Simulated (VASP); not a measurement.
Wanted: the native input for a VASP 6.6.1 run.

- Task: relaxation of cell and atoms
- Functional: PBE
- Potentials or basis: VASP PAW PBE potentials, release 64 (Ti_sv, C)
- Cutoff: 520 eV
- k mesh: 6 × 6 × 6
- Occupations: gaussian, width 0.1 eV
- Spin: no spin polarisation
- Further INCAR settings: ALGO = Normal; EDIFF = 1e-07; IBRION = 2; EDIFFG = -0.002; NSW = 80; ISIF = 3

The structure of TiC lies in POSCAR:

```
TiC
1.0
    0.0000000000      2.1593000000      2.1593000000
    2.1593000000      0.0000000000      2.1593000000
    2.1593000000      2.1593000000      0.0000000000
Ti C
1 1
Direct
    0.0000000000      0.0000000000      0.0000000000
    0.5000000000      0.5000000000      0.5000000000
```

One way to write it, as run:

INCAR

```
ALGO = Normal
EDIFF = 1E-7
EDIFFG = -0.002
ENCUT = 520
GGA = PE
IBRION = 2
ISIF = 3
ISMEAR = 0
LASPH = True
LCHARG = False
LREAL = False
LWAVE = False
NELM = 60
NSW = 80
PREC = Accurate
SIGMA = 0.1
```

KPOINTS

```
k-points
0
Gamma
  6 6 6
```

Potentials or basis: VASP PAW PBE potentials, release 64 (Ti_sv, C).

Run with:

```console
$ cat potpaw_PBE.64/Ti_sv/POTCAR potpaw_PBE.64/C/POTCAR > POTCAR
$ mpirun -np 1 vasp_std > vasp.out
```

Results of the run:

```yaml
Relaxed_volume: 10.18 Å³/atom
Relaxed_cell: a = 3.065 Å, b = 3.065 Å, c = 3.065 Å, α = 60.00°, β = 60.00°, γ = 60.00°
Space_group_after_relaxing_to_0.05_Å: Fm-3m (No. 225)
Energy_gained_by_relaxing: 1.0 meV/atom
Ionic_steps: 3
Pressure_after_relaxing: 0.0 GPa
Band_gap_on_the_k_mesh: none (metal or under the smearing width)
```

Caveat: the k mesh is coarse (spacing up to 0.42 Å⁻¹), so the values aren't converged.

Run time: 7.3 s on 1 thread of Intel(R) Xeon(R) 6975P-C (Granite Rapids), on a shared host, peak memory 0.14 GiB.
